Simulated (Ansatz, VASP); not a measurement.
# Two plane-wave programs on Hf

Contents of INCAR:

```
SYSTEM = Hf
PREC = Accurate ; ENCUT = 600
EDIFF = 1E-7 ; ISMEAR = 0
SIGMA = 0.1 ; LREAL = .False.
LASPH = .True. ; NELM = 100
ALGO = Normal ; ISIF = 3
LWAVE = .False. ; LCHARG = .False.
GGA = PE ; IBRION = 2
NSW = 90 ; EDIFFG = -0.04
```

The input KPOINTS:

```
regular mesh
0
Gamma
  6 6 4
  0 0 0
```

The input POSCAR:

```
Hf
1.0
    1.7701402080     -5.6152483939      0.0000000000
    1.7701402080      5.6152483939      0.0000000000
    0.0000000000      0.0000000000      4.6847215172
Hf
4
Direct
    0.0980000000      0.9020000000      0.9100000000
    0.5980000000      0.4020000000      0.5900000000
    0.9020000000      0.0980000000      0.0900000000
    0.4020000000      0.5980000000      0.4100000000
```

Input for Ansatz:

```yaml
crystal:
  lattice:
    - [1.770140208, -5.6152483939, 0.0]
    - [1.770140208, 5.6152483939, 0.0]
    - [0.0, 0.0, 4.6847215172]
  atoms:
    - { symbol: Hf, position: [0.098, 0.902, 0.91] }
    - { symbol: Hf, position: [0.598, 0.402, 0.59] }
    - { symbol: Hf, position: [0.902, 0.098, 0.09] }
    - { symbol: Hf, position: [0.402, 0.598, 0.41] }
basis:
  ecutwfc: 420
kpoints:
  mp_grid: { grid: [6, 6, 4] }
hamiltonian:
  xc: pbe
scf:
  occupations: { method: gaussian, width: 0.1 }
  lower_state_search: "off"
output:
  forces: true
  stress: true
  eigenvalues: true
relax:
  adjacent_minimum: "off"
  f_tol: 0.04
  max_steps: 70
  cell: { stress_tol: 0.4 }
```

Alike in both runs: task relaxation of cell and atoms; functional PBE; k mesh 6 × 6 × 4; occupations gaussian, width 0.1 eV; no spin polarisation.

|  | VASP | Ansatz |
| --- | --- | --- |
| version | VASP 6.6.1 | Ansatz 0.2.0 |
| potentials or method | VASP PAW PBE potentials, release 64 (Hf_pv) | scalar-relativistic, plane waves, PAW |
| plane-wave cutoff (eV) | 600 | 420 |
| valence electrons in the cell | 40 | 104 |

|  | VASP | Ansatz | Ansatz less VASP |
| --- | --- | --- | --- |
| gap on the k mesh at the Fermi level, each at its own relaxed structure (eV) | none | none | - |
| relaxed volume (Å³/atom) | 23.06 | 23.10 | +0.039 |
| relaxed cell length with the largest relative difference (Å) | 5.370 | 5.357 | -0.0134 |
| energy change over the relaxation (meV/atom) | -2694 | -2745 | -51.7 |

A gap of «none» marks a metal or a gap that the smearing closes. The two sets of potentials don't hold the same shells in valence.

Spin-orbit coupling is left out, which matters for the levels of Hf.
